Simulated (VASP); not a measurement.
SnSe:

```
Sn Se
1.0
     0.00000    2.97584    2.97584
     2.97584    0.00000    2.97584
     2.97584    2.97584    0.00000
Sn Se
1 1
Direct
  0.00000 0.00000 0.00000
  0.50000 0.50000 0.50000
```

Measurements of this composition are mostly on another form, of space group No. 62.

```yaml
Program: VASP 6.6.1
Task: relaxation of cell and atoms
Functional: HSE06
Potentials_or_basis: VASP PAW PBE potentials, release 64 (Sn_d, Se)
Cutoff: 520 eV
k_mesh: 6 × 6 × 6
Occupations: gaussian, width 0.03 eV
Spin: no spin polarisation
```

At the start: pressure 1.2 GPa; volume 26.35 Å³/atom.

Problem. How do energy, volume and symmetry change on relaxing?

Solution. Over 3 steps the energy falls by 2.1 meV/atom and the volume is 26.92 Å³/atom (+2.2 %); space group Fm-3m (No. 225, to 0.05 Å).

Step by step:
| step | energy change (eV) | largest force (eV/Å) | pressure (GPa) | volume (Å³) |
| --- | --- | --- | --- | --- |
| 1 | 0.0000 | 0.0000 | 1.22 | 52.71 |
| 2 | -0.0038 | 0.0000 | -0.39 | 54.25 |
| 3 | -0.0042 | 0.0000 | 0.02 | 53.85 |

Final structure:
```
CELL_PARAMETERS angstrom
0.00000 2.99714 2.99714
2.99714 0.00000 2.99714
2.99714 2.99714 0.00000
ATOMIC_POSITIONS crystal
Sn 0.00000 0.00000 0.00000
Se 0.50000 0.50000 0.50000
```

Caveat: the PAW data sets were made with another functional, which shifts forces and pressure a little.
